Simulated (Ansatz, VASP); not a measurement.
# Cross-check of Zn16HSe15N (N-H pair in ZnSe) between VASP and Ansatz, part 2 of 2

One calculation is typed for both programs; each brings its own data sets. How far apart do they land? The cell is taken from a series of runs on this material, whose earlier steps may have relaxed, scaled, displaced or heated it; both programs get it as it stands.

VASP 6.6.1 and Ansatz 0.2.0.

So far. Step 2 (VASP: single point, HSE06): The run ends at a pressure of -2.10 GPa, with forces up to 5.0 eV/Å.

## 3. Ansatz: single point, HSE06

Level of this step: Ansatz beside VASP: Kohn-Sham DFT, plane waves, HSE06 (Ansatz).

Ansatz runs on its default PAW (the set named soft_2) files.

The same cell, functional, mesh and smearing now go to Ansatz.

File input.yaml:

```yaml
crystal:
  lattice:
    - [-5.73182924, 5.73182924, -5.73182924]
    - [5.73182924, 5.73182924, 5.73182924]
    - [5.73182924, -5.73182924, -5.73182924]
  atoms:
    - { symbol: Zn, position: [-0.002261049, -0.006055817, -0.002094007] }
    - { symbol: Zn, position: [-0.002264529, 0.247744806, 0.744097747] }
    - { symbol: Zn, position: [5.9709e-05, 0.50365467, 0.507579797] }
    - { symbol: Zn, position: [6.659e-05, 0.757420447, 0.253825476] }
    - { symbol: Zn, position: [0.244747989, -0.006451689, 0.743716194] }
    - { symbol: Zn, position: [0.253645403, 0.250089922, 0.507568212] }
    - { symbol: Zn, position: [0.179158607, 0.429177416, 0.179335507] }
    - { symbol: Zn, position: [0.253650177, 0.757414861, 0.00025466] }
    - { symbol: Zn, position: [0.515578611, -0.026577297, 0.515763354] }
    - { symbol: Zn, position: [0.507411733, 0.250084326, 0.253821738] }
    - { symbol: Zn, position: [0.507396876, 0.503662499, 0.000248635] }
    - { symbol: Zn, position: [0.515563858, 0.76557719, 0.723585772] }
    - { symbol: Zn, position: [0.743526211, -0.006464382, 0.244922989] }
    - { symbol: Zn, position: [0.743936513, 0.247746435, -0.002091067] }
    - { symbol: Zn, position: [0.743541977, 0.494768376, 0.743710465] }
    - { symbol: Zn, position: [0.723388793, 0.765603224, 0.515765259] }
    - { symbol: Se, position: [-0.000980337, 0.000922109, 0.751082812] }
    - { symbol: Se, position: [-0.002149162, 0.24786024, 0.495807686] }
    - { symbol: Se, position: [-0.005200338, 0.500445165, 0.250608851] }
    - { symbol: Se, position: [-0.002142511, 0.745654236, -0.001967267] }
    - { symbol: Se, position: [0.258871063, -0.002382795, 0.500731483] }
    - { symbol: Se, position: [0.250432944, 0.244809637, 0.250596567] }
    - { symbol: Se, position: [0.250422689, 0.500434217, -0.005032854] }
    - { symbol: Se, position: [0.258863356, 0.750559393, 0.74777636] }
    - { symbol: Se, position: [0.500542742, -0.002398009, 0.259043145] }
    - { symbol: Se, position: [0.495646457, 0.247872779, -0.001968865] }
    - { symbol: Se, position: [0.50054985, 0.508877234, 0.747766488] }
    - { symbol: "N", position: [0.54041146, 0.790444445, 0.54061874] }
    - { symbol: Se, position: [0.750901499, 0.000910232, -0.000818866] }
    - { symbol: Se, position: [0.750908864, 0.249028667, 0.751080527] }
    - { symbol: Se, position: [0.747584606, 0.508884082, 0.500713509] }
    - { symbol: Se, position: [0.747585109, 0.750548709, 0.259045827] }
    - { symbol: H, position: [0.399067391, 0.649111576, 0.399282808] }
basis:
  ecutwfc: 420
  xc_grid: 2
hamiltonian:
  xc: hse06
kpoints:
  mp_grid: { grid: [1, 1, 1] }
scf:
  occupations: { method: fermi_dirac, width: 0.01 }
  max_iter: 120
output:
  forces: true
checkpoint:
  read: "../relax.run"
```

On the command line:

```
ansatz run input.yaml --threads 4 --pin off --max-ram 7536MiB --backend cpu --events-out ev --progress --plain --runs-dir out
```

Numbers of over 12 decimals in the logs are rounded to 6 here.

Log:

```text
Warning: at least one further symmetry operation maps every atom of the structure, as the run holds it, onto an atom to within 2.69e-5 (fractional), and is not used: no operation is sought that the atoms, as the run holds them, miss by more than 2.00e-5, twice crystal.symmetry.tolerance (1.0e-5). The run uses 1 unitary operations. The run imposes no operation that its atoms and lattice do not hold. Figures that only  [...]
Warning: checkpoint.read: the run can stay near the saved state's solution: 2 site(s) moved relative to the saved geometry (max |Δs| = 3.629e-2 fractional); the SCF starts from the saved state under `checkpoint.density_extrapolation: transplant`, in force with no word given; its orbitals are not used off its sites. A run without `checkpoint.read` takes nothing of the state. A lower free energy from it at the same positions (and U, V and field ramp, if any) shows a solution that this start missed, and an equal or higher one rules none out (checkpoint.read, Limitations, in the input reference)
exact exchange: scf.exx.singularity resolves to wigner_seitz, which cuts the screened interaction at the faces of the exchange supercell's Wigner-Seitz cell, so that each pair interacts once, at the shortest of its separations (the periodic images that this leaves out come, for a point-like exchange hole, to about 0.012 eV on a filled level). The cut falls within the interaction's reach, and what an exchange supercel [...]
Engine: ansatz 0.2.0, aarch64-unknown-linux-gnu
Pseudopotentials: kind: paw
Pseudopotential: Zn, paw, valence charge 12, recommended cutoff 420 eV (normal), Zn.paw.azcp
Pseudopotential: Se, paw, valence charge 16, recommended cutoff 420 eV (normal), Se.paw.azcp
Pseudopotential: N, paw, valence charge 5, recommended cutoff 420 eV (normal), N.paw.azcp
Pseudopotential: H, paw, valence charge 1, recommended cutoff 420 eV (normal), H.paw.azcp
Functional definition: HSE06
  parameter a = 0.25
  parameter omega = 0.11/bohr
  exchange = pbe_x - a*pbe_x_sr(omega) + a*exact_x_sr(omega)
  correlation = pbe_c
Crystal: 33 atoms, lattice volume = 753.251 Å³
Basis set: ecut = 420 eV, 14771 PW (Γ), exchange–correlation on 144×144×144 points (8 copies of the dense FFT grid, shifted against one another)
Bands: 263, of which v1, the nominal top of the filled ones, is band 219 counted from 1 (218 counted from 0)
Symmetry: 1 space group operations
Space group: P1 (ITA 1), of the structure as read, at distance tolerance 9.1e-5 Å
k-points: 1
Non-local potential: Zn, projectors of the file, l = 0: 2, l = 1: 2, l = 2: 3, l = 3: 1
Non-local potential: Se, projectors of the file, l = 0: 2, l = 1: 2, l = 2: 3, l = 3: 1
Non-local potential: N, projectors of the file, l = 0: 2, l = 1: 2, l = 2: 1
Non-local potential: H, projectors of the file, l = 0: 2, l = 1: 1
PAW form: soft (Blöchl's): semilocal exchange-correlation on the pseudo side does not see the compensation charge
PAW frozen core: Zn, regenerated for the run's functional, and the local potential with it (the file was generated under x = pbe(κ = 0.804, μ = 0.219515), c = pbe(β = 0.066725))
PAW frozen core: Se, regenerated for the run's functional, and the local potential with it (the file was generated under x = pbe(κ = 0.804, μ = 0.219515), c = pbe(β = 0.066725))
PAW frozen core: N, regenerated for the run's functional, and the local potential with it (the file was generated under x = pbe(κ = 0.804, μ = 0.219515), c = pbe(β = 0.066725))
[...]
Residual-converged pass: ⟨swp⟩=4.0  Hψ=918  notcnv=0  max |occ|·‖R‖ = 4.9e-6 eV (tolerance 6.7e-6 eV)  dr2=4.29e-5  dr2_onsite=3.39e-6  max |Δocc| = 0.0e0
  greatest PAW one-centre occupation: 1.000 electrons in one spin orbital (limit 2), on the Se atom at site 21 (counted from 0), in its partial waves of l = 2
hybrid outer 1: dexx = +2.018e-1 eV, tail = 8.09e-4 eV
Exchange kernel: α = 0.2500, screened, ω = 0.2079 Å⁻¹, Wigner–Seitz truncation, v(0) = 869.9606 eV·Å³, q-mesh 1×1×1, nearest image of the exchange supercell L = 9.93 Å, pair-density grid 40×40×40, without the augmentation charges, whose exchange is taken in its separable form (sized by the pseudopotential files, 60×60×60 at the most)
Frozen-core exchange: fock
SCF iter   1: F=—  HF=-135583.256644 eV  |F-HF|=—  |Δ(HF+E_count)|=         —  Δρ=5.79e-5  dr2=2.50e-5  ethr=9.23e-7  ⟨swp⟩=10.0  Hψ=632  notcnv=0
preconditioner: auto → none  [insulator: Δε(μ)=2.114 eV  Ē_g=12.980 eV  σ=0.010 eV  W_gap=1.00  n_scr=200 (ndim 8)  ℏωp=23.0 eV  f_vac=0.134  D(μ)=0.00/eV (n_scr^D=0)]
SCF iter   2: F=—  HF=-135583.256666 eV  |F-HF|=—  |Δ(HF+E_count)|=   2.19e-5  Δρ=4.18e-5  dr2=1.10e-5  ethr=5.05e-9  ⟨swp⟩=4.0  Hψ=908  notcnv=0
SCF iter   3: F=—  HF=-135583.256661 eV  |F-HF|=—  |Δ(HF+E_count)|=   4.74e-6  Δρ=1.95e-5  dr2=4.09e-6  ethr=1.87e-9  ⟨swp⟩=3.0  Hψ=600  notcnv=0
SCF iter   4: F=—  HF=-135583.256677 eV  |F-HF|=—  |Δ(HF+E_count)|=   1.55e-5  Δρ=1.71e-5  dr2=2.61e-6  ethr=2.95e-10  ⟨swp⟩=5.0  Hψ=972  notcnv=0
SCF iter   5: F=—  HF=-135583.256676 eV  |F-HF|=—  |Δ(HF+E_count)|=   6.55e-7  Δρ=3.87e-6  dr2=3.33e-7  ethr=2.95e-10  ⟨swp⟩=4.0  Hψ=715  notcnv=0
SCF iter   6: F=—  HF=-135583.256676 eV  |F-HF|=—  |Δ(HF+E_count)|=   1.44e-7  Δρ=1.90e-6  dr2=5.52e-8  ethr=6.73e-11  ⟨swp⟩=7.0  Hψ=683  notcnv=0  defer=12
SCF iter   7: F=—  HF=-135583.256676 eV  |F-HF|=—  |Δ(HF+E_count)|=   2.74e-8  Δρ=4.77e-7  dr2=6.99e-9  ethr=9.39e-12  ⟨swp⟩=7.0  Hψ=731  notcnv=0
SCF iter   8: F=-135583.256676 eV  HF=-135583.256676 eV  |F-HF|=4.45e-9  |Δ(HF+E_count)|=   2.24e-8  Δρ=6.67e-7  dr2=5.33e-9  ethr=2.71e-12 (applied; sched 1.00e-12)  ⟨swp⟩=5.0  Hψ=609  notcnv=0
SCF 3 converged in 8 iterations: F = -135583.256676 eV  dr2 = 5.33e-9
  Residual-converged pass: ⟨swp⟩=3.0  Hψ=565  notcnv=0  max |occ|·‖R‖ = 1.4e-6 eV (tolerance 1.8e-6 eV)  dr2=5.42e-9  dr2_onsite=1.83e-9  max |Δocc| = 0.0e0
  greatest PAW one-centre occupation: 1.000 electrons in one spin orbital (limit 2), on the Se atom at site 22 (counted from 0), in its partial waves of l = 2
hybrid outer 2: dexx = +1.647e-5 eV, tail = 3.36e-7 eV, Δε = 3.12e-3 eV (about 9.22e-5 eV left of the loop's levels), ΔF = 4.90e-3 eV/Å (tail 2.64e-3)
Exchange kernel: α = 0.2500, screened, ω = 0.2079 Å⁻¹, Wigner–Seitz truncation, v(0) = 869.9606 eV·Å³, q-mesh 1×1×1, nearest image of the exchange supercell L = 9.93 Å, pair-density grid 40×40×40, without the augmentation charges, whose exchange is taken in its separable form (sized by the pseudopotential files, 60×60×60 at the most)
Frozen-core exchange: fock
SCF iter   1: F=—  HF=-135583.256675 eV  |F-HF|=—  |Δ(HF+E_count)|=         —  Δρ=1.02e-6  dr2=1.72e-8  ethr=3.83e-10  ⟨swp⟩=17.0  Hψ=785  notcnv=0
preconditioner: auto → none  [insulator: Δε(μ)=2.115 eV  Ē_g=12.980 eV  σ=0.010 eV  W_gap=1.00  n_scr=200 (ndim 8)  ℏωp=23.0 eV  f_vac=0.134  D(μ)=0.00/eV (n_scr^D=0)]
SCF iter   2: F=-135583.256675 eV  HF=-135583.256675 eV  |F-HF|=9.90e-10  |Δ(HF+E_count)|=  8.44e-10  Δρ=4.06e-7  dr2=1.53e-9  ethr=7.49e-12 (applied; sched 2.62e-12)  ⟨swp⟩=4.0  Hψ=750  notcnv=0
SCF 4 converged in 2 iterations: F = -135583.256675 eV  dr2 = 1.53e-9
  Residual-converged pass: ⟨swp⟩=2.0  Hψ=413  notcnv=0  max |occ|·‖R‖ = 1.6e-6 eV (tolerance 2.7e-6 eV)  dr2=1.52e-9  dr2_onsite=6.89e-10  max |Δocc| = 0.0e0
hybrid outer 3: dexx = +3.972e-9 eV, tail = 4.50e-9 eV, Δε = 8.64e-5 eV (about 1.86e-5 eV left of the loop's levels), ΔF = 1.73e-4 eV/Å (tail 2.07e-4)
hybrid SCF converged: 3 outer / 17 inner (+7 warm-up), last move |dexx| = 3.97e-9 eV, tail = 4.50e-9 eV
Stability not checked: this state was not tested for a lower state beside it, because the functional holds exact exchange (a hybrid, or Hartree-Fock), whose exchange loop this test does not read (fock_operator; see scf.lower_state_search)
Free energy (F): -135583.256675 eV
Frozen-core exchange: fock
Harris-Foulkes:  -135583.256675 eV  (|F-HF|=9.90e-10)
Internal energy: -135583.256675 eV  (E = F + TS)
E sigma→0 (E₀):  -135583.256675 eV
Fermi energy:    6.475715 eV
--- Per-component energies (eV) ---
  E_band       = -7086.668599
  E_kinetic    = 3990.462636
  E_local      = -69675.363660  (includes V_loc(G=0)·N_el)
  E_nonlocal   = 1008.272684
  E_hartree    = 32200.238098
  E_xc         = -3039.308962
  E_vxc        = -1899.410014  (∫ρ·V_xc dr)
  E_exx        = -1707.606296  (= α·E_x^exact, valence–valence)
  E_paw        = -57179.050121  (= ΣΔE_a)
  E_vpaw       = -1495.876359  (= ΣTr[D̂ρ^β])
  E_aug_tail   = -0.015268  (compensation charges beyond the density's cutoff)
  E_ewald      = -41175.049613
  E_core_change = -5.836175  (= ΣΔE_core)
  E_smearing   = -0.000000  (= −TS)
  E_closure    = -0.000000  (closes the sum)
  Σ components = -135583.256675   (vs F -135583.256675, Δ=-2.91e-11)
--- Forces (eV/Å), atoms counted from 1 ---
  atom   1  Zn     0.00632558     0.00583721    -0.02371925
  atom   2  Zn     0.00623719     0.02356729    -0.00607415
  atom   3  Zn    -0.00612735     0.00666353     0.00334566
  atom   4  Zn    -0.00611336    -0.00326909    -0.00670041
  atom   5  Zn    -0.01957220     0.00999872    -0.00977979
  atom   6  Zn    -0.00360067     0.00627868     0.00587789
  atom   7  Zn     0.06575591     0.06573693    -0.06620918
  atom   8  Zn    -0.00358866    -0.00621020    -0.00614777
  atom   9  Zn    -0.03714587    -0.03752081     0.16485166
  atom  10  Zn     0.00626440    -0.00360684     0.00637690
  atom  11  Zn     0.00596543    -0.00610062     0.00346344
  atom  12  Zn    -0.03714629    -0.16452850     0.03733243
  atom  13  Zn     0.00933427    -0.01904691    -0.00946286
  atom  14  Zn     0.02380167     0.00596991    -0.00611126
  atom  15  Zn     0.00946208     0.00957399     0.01939287
  atom  16  Zn    -0.16485782    -0.03732177     0.03719447
  atom  17  Se     0.01516390    -0.02578650     0.02586358
  atom  18  Se    -0.00388662    -0.00233358     0.00428493
  atom  19  Se     0.01963032    -0.05110905     0.05109371
  atom  20  Se    -0.00389943    -0.00415131     0.00248115
  atom  21  Se    -0.00022030     0.00036220    -0.00006907
  atom  22  Se    -0.05078487    -0.05109860    -0.01943912
  atom  23  Se    -0.05090556     0.01982205     0.05114808
  atom  24  Se    -0.00013677     0.00015304    -0.00044356
  atom  25  Se     0.00088618     0.00022447    -0.00068745
  atom  26  Se    -0.00264576    -0.00422935     0.00398636
  atom  27  Se     0.00096142     0.00018534    -0.00002818
  atom  28  N     -2.65311325    -2.65228488     2.65291116
  atom  29  Se    -0.02487862     0.01516714     0.02482307
  atom  30  Se    -0.02534204    -0.02505273    -0.01523110
  atom  31  Se     0.00070718     0.00060181    -0.00059231
  atom  32  Se     0.00084848     0.00037741    -0.00053669
  atom  33  H      2.92261158     2.92311490    -2.92318301
  max |Σ_I F_I| component: 1.61e-5 eV/Å
--- Band table (eV) ---
  k-point 0: bands = [... 215 lower, 4.7822, 5.3880, 5.4147, 5.4147, 7.5295]
  guard bands above this table: 43 of the run's 263 bands. The solve was not asked for them (output.publish_guard_bands: true or output.eigenvalues: true publishes all)
```

The column dr2 measures how far the density is from self-consistency, as an energy; F and HF (Harris–Foulkes) agree once it is small.

## 4. Side by side

Known differences besides the potentials themselves: exact exchange at q = 0 is treated differently, which shows on coarse meshes; VASP keeps PBE cores, Ansatz makes them for the functional; the data sets hold 438 valence electrons in Ansatz (on its default PAW (the set named soft_2) files) and 288 in VASP; the cutoff is 420 eV in Ansatz and 520 eV in VASP (PREC = Accurate, projectors in real space); VASP takes a coarser grid for exact exchange (PRECFOCK = Fast). Total energies have different zeros and are not compared.

Compared:

```
              quantity  Ansatz   VASP  difference
gap on the k mesh (eV)   2.115  2.131      -0.017
```

Forces on 7 of the 33 atoms, those with the largest forces and the largest differences (eV/Å; atoms numbered as in POSCAR):

```csv
atom,"Ansatz x, y, z","VASP x, y, z"
Zn7,"0.066, 0.066, -0.066","0.069, 0.070, -0.070"
Zn9,"-0.037, -0.038, 0.165","-0.015, -0.015, 0.194"
Zn12,"-0.037, -0.165, 0.037","-0.015, -0.193, 0.015"
Zn16,"-0.165, -0.037, 0.037","-0.194, -0.015, 0.015"
Se19,"0.020, -0.051, 0.051","0.027, -0.051, 0.054"
N32,"-2.653, -2.652, 2.653","-2.669, -2.668, 2.669"
H33,"2.923, 2.923, -2.923","2.915, 2.915, -2.915"
```

The forces differ by 8.9 meV/Å r.m.s., which is 1.3 % of the r.m.s. force of 0.689 eV/Å (both taken over all components). A gap on the mesh is an upper bound, since the band edges may lie between its points.

## 5. Outcome

```yaml
r_m_s_force_difference_single_point_hse06: 1.3 % of the r.m.s. force
```

In words: The r.m.s. force difference is 1.3 % of the r.m.s. force (single point, HSE06), within the 3 % picked in this series as the mark of a large difference. The data sets hold unlike numbers of valence electrons (438 in Ansatz and 288 in VASP), so part of the differences comes from the potentials. Such differences can come from data sets, numerical settings and the points named under the comparisons, not from the functional's error against experiment.

[Lines on the potential files, build, host, timing and source positions are cut from VASP's logs without a mark.]

[Logs are printed without paths, hosts, clocks, repeated set-up lines and the standing remarks that a program may print on its own settings, such as how far it seeks lower states.]

[Hosts, paths, dates, database ids (printed as entryN), source tags and the programs' standing remarks are cut or masked in the printed files.]
